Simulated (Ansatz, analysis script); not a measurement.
# Free-standing square Nb monolayer, spacing 3.069 Å: spin spirals and exchange, part 2 of 2

Aim: the energy of a free-standing square Nb monolayer, spacing 3.069 Å as its moments wind into spirals of wavevector q.

Ansatz 0.2.0; PBE, PAW set soft_1.

So far. Step 4 (q = (0, 0, 0)): The largest moment is 0.607 μB, against 0.649 μB in the collinear run. Step 5 (q = (0, 0.1, 0)): The energy of the cell lies 1.73 meV below that at q = 0, and the largest moment is 0.773 μB against 0.607 μB.

**6. q = (0, 0.2, 0)**

Level of this step: Ansatz DFT, spin spiral by the generalised Bloch theorem, no spin-orbit coupling; PBE, PAW set soft_1; PAW set soft_1 (Ansatz).

input.yaml

```yaml
crystal:
  lattice:
    - [3.069, 0.0, 0.0]
    - [0.0, 3.069, 0.0]
    - [0.0, 0.0, 14.0]
  atoms:
    - { symbol: Nb, position: [0.0, 0.0, 0.5], spin: 0.65, spin_axis: [1.0, 0.0, 0.0] }
kpoints:
  mp_grid: { grid: [20, 20, 1] }
hamiltonian:
  xc: pbe
  pseudopotentials: { kind: paw, azcp: { folder: soft_1 } }
scf:
  occupations: { method: fermi_dirac, width: 0.1 }
  max_iter: 120
  convergence: { dr2_threshold: 1.0e-08 }
  lower_state_search: "off"
basis:
  ecutwfc: 420.0
magnetization:
  noncollinear: true
  spin_spiral: { q: [0.0, 0.2, 0.0] }
checkpoint:
  read: start
```

Started as:

```bash
> ansatz run input.yaml --threads 1 --pin off --max-ram 2048MiB --backend cpu --events-out ev --progress --plain --runs-dir out
```

Numbers of over 12 decimals in the logs are rounded to 6 here.

What it wrote:

```text
[...]
Crystal: 1 atoms, lattice volume = 131.863 Å³
Basis set: ecut = 420 eV, 2583 PW (Γ)
Bands: 22, of which v1, the nominal top of the filled ones, is band 13 counted from 1 (12 counted from 0)
Symmetry: 4 space group operations
k-points: 121 of 400
[...]
SCF iter  15: F=-4548.649412 eV  HF=-4548.649412 eV  |F-HF|=9.53e-10  |Δ(HF+E_count)|=   4.16e-8  Δρ=1.14e-6  dr2=1.90e-10  dr2_m=4.26e-10  ethr=1.35e-11  |M|=1.42e0 ∫|m|=1.45e0 μB  |m|>n=1.3e-2 m-floor=1.3e-2 τ_xc=1.7e-2 mc-row=1.3e-2 uncertified=90  ⟨swp⟩=1.0  Hψ=8809  notcnv=0
SCF 1 converged in 15 iterations: F = -4548.649412 eV  dr2 = 1.90e-10
[...]
SCF converged after 15 iterations
Magnetization: |M| = 1.4157 μB,  M = (+1.4157, -0.0000, +0.0000) μB
Absolute magnetization: 1.4504 μB (∫|m|, with the PAW one-centre terms)
  site 0: m = (+0.9730, -0.0000, +0.0000) μB, |m| = 0.9730 μB  (R = 1.27 Å)
Free energy (F): -4548.649412 eV
[...]
Internal energy: -4548.548566 eV  (E = F + TS)
E sigma→0 (E₀):  -4548.598989 eV
Entropy (-TS):   -0.100846 eV (-100.846 meV/atom)
Fermi energy:    -1.054282 eV
[...]
```

Elapsed: 53 s, on 1 thread of INTEL XEON PLATINUM 8581C at 2.30GHz (Emerald Rapids), shared host; peak memory 0.95 GiB.

The energy of the cell lies 10.3 meV below that at q = 0, and the largest moment is 0.973 μB against 0.607 μB.

**7. q = (0.2, 0.2, 0)**

Edit input.yaml of step 6 so:

```diff
@@ -21,3 +21,3 @@
   noncollinear: true
-  spin_spiral: { q: [0.0, 0.2, 0.0] }
+  spin_spiral: { q: [0.2, 0.2, 0.0] }
 checkpoint:
```

What it wrote:

```text
[...]
Crystal: 1 atoms, lattice volume = 131.863 Å³
Basis set: ecut = 420 eV, 2583 PW (Γ)
Bands: 22, of which v1, the nominal top of the filled ones, is band 13 counted from 1 (12 counted from 0)
Symmetry: 4 space group operations
k-points: 111 of 400
[...]
Magnetization: |M| = 1.6239 μB,  M = (+1.6239, +0.0000, +0.0000) μB
Absolute magnetization: 1.6911 μB (∫|m|, with the PAW one-centre terms)
  site 0: m = (+1.1512, +0.0000, +0.0000) μB, |m| = 1.1512 μB  (R = 1.27 Å)
Free energy (F): -4548.662585 eV
[...]
Internal energy: -4548.565535 eV  (E = F + TS)
E sigma→0 (E₀):  -4548.614060 eV
Entropy (-TS):   -0.097050 eV (-97.050 meV/atom)
Fermi energy:    -1.066196 eV
[...]
[key lines of the parts left out:]
SCF converged after 14 iterations
```

The job ended after 45 s (1 thread; peak memory 0.92 GiB).

The energy of the cell lies 23.4 meV below that at q = 0, and the largest moment is 1.15 μB against 0.607 μB.

**8. q = (0.5, 0.5, 0)**

Edit input.yaml of step 7 so:

```diff
@@ -21,3 +21,3 @@
   noncollinear: true
-  spin_spiral: { q: [0.2, 0.2, 0.0] }
+  spin_spiral: { q: [0.5, 0.5, 0.0] }
 checkpoint:
```

What it wrote:

```text
[...]
Crystal: 1 atoms, lattice volume = 131.863 Å³
Basis set: ecut = 420 eV, 2583 PW (Γ)
Bands: 22, of which v1, the nominal top of the filled ones, is band 13 counted from 1 (12 counted from 0)
Symmetry: 4 space group operations
k-points: 111 of 400
[...]
SCF iter  12: F=-4548.677752 eV  HF=-4548.677752 eV  |F-HF|=1.11e-10  |Δ(HF+E_count)|=   4.97e-8  Δρ=8.27e-7  dr2=3.76e-10  dr2_m=3.06e-10  ethr=7.69e-11  |M|=1.09e0 ∫|m|=1.54e0 μB  |m|>n=7.1e-3 m-floor=7.1e-3 τ_xc=5.7e-3 mc-row=7.1e-3  ⟨swp⟩=3.0  Hψ=5057  notcnv=0
SCF 1 converged in 12 iterations: F = -4548.677752 eV  dr2 = 3.76e-10
[...]
SCF converged after 12 iterations
Magnetization: |M| = 1.0856 μB,  M = (+1.0856, +0.0000, +0.0000) μB
Absolute magnetization: 1.5423 μB (∫|m|, with the PAW one-centre terms)
  site 0: m = (+1.2496, +0.0000, +0.0000) μB, |m| = 1.2496 μB  (R = 1.27 Å)
Free energy (F): -4548.677752 eV
[...]
Internal energy: -4548.564910 eV  (E = F + TS)
E sigma→0 (E₀):  -4548.621331 eV
Entropy (-TS):   -0.112841 eV (-112.841 meV/atom)
Fermi energy:    -1.078191 eV
[...]
```

Wall time 35 s (1 thread); peak memory 0.94 GiB.

The energy of the cell lies 38.6 meV below that at q = 0, and the largest moment is 1.25 μB against 0.607 μB.

8 more runs differ from these in the same keys alone and are tabled below.

**9. E(q)**

| q (reciprocal lattice) | path length (1/Å) | E(q) − E(0) (meV a magnetic atom) | \|m\| Nb no. 1 (μB) |
| --- | --- | --- | --- |
| (0, 0, 0) | 0.000 | 0.00 | 0.61 |
| (0, 0.1, 0) | 0.205 | -1.72 | 0.77 |
| (0, 0.2, 0) | 0.409 | -10.26 | 0.97 |
| (0, 0.4, 0) | 0.819 | -43.79 | 1.47 |
| (0, 0.5, 0) | 1.024 | -49.32 | 1.51 |
| (0.1, 0.5, 0) | 1.228 | -54.13 | 1.51 |
| (0.2, 0.5, 0) | 1.433 | -61.82 | 1.49 |
| (0.4, 0.5, 0) | 1.843 | -51.95 | 1.35 |
| (0.5, 0.5, 0) | 2.047 | -38.60 | 1.25 |
| (0.4, 0.4, 0) | 2.337 | -62.77 | 1.43 |
| (0.3, 0.3, 0) | 2.626 | -54.23 | 1.41 |
| (0.2, 0.2, 0) | 2.916 | -23.44 | 1.15 |
| (0.1, 0.1, 0) | 3.205 | -3.93 | 0.88 |
| (0, 0, 0) | 3.495 | 0.00 | 0.61 |

**10. Summary of results**

```
lowest point of the path : q = (0.4, 0.4, 0), -62.8 meV a magnetic atom from q = 0
highest point            : 0 meV a magnetic atom
```

In words: The state at q = (0.4, 0.4, 0) lies 62.8 meV a magnetic atom below the ferromagnetic start, so that start is not the lowest state. The moments change by at most 150 % from their size at q = 0, so they are itinerant and a model of rigid spins is rough. No spin model is given, since the moments change too much along the path. The 13 spiral runs took 11 min of wall time, added up. Energies are free energies at a smearing of 0.1 eV, and with partly filled levels differences shift, at times strongly, as the smearing goes to zero. The cell was taken as built, with atoms unrelaxed. In doubt: the program's search for lower states was switched off, so a lower magnetic state than those reached may exist.

[Logs and program files are shortened in this print: banners, set-up blocks, solver, clock and traceback lines can be left out without a mark of their own.]

[Logs are printed without paths, hosts, clocks, repeated set-up lines and the standing remarks that a program may print on its own settings, such as how far it seeks lower states.]

[Hosts, paths, dates, database ids (printed as entryN), source tags and the programs' standing remarks are cut or masked in the printed files.]
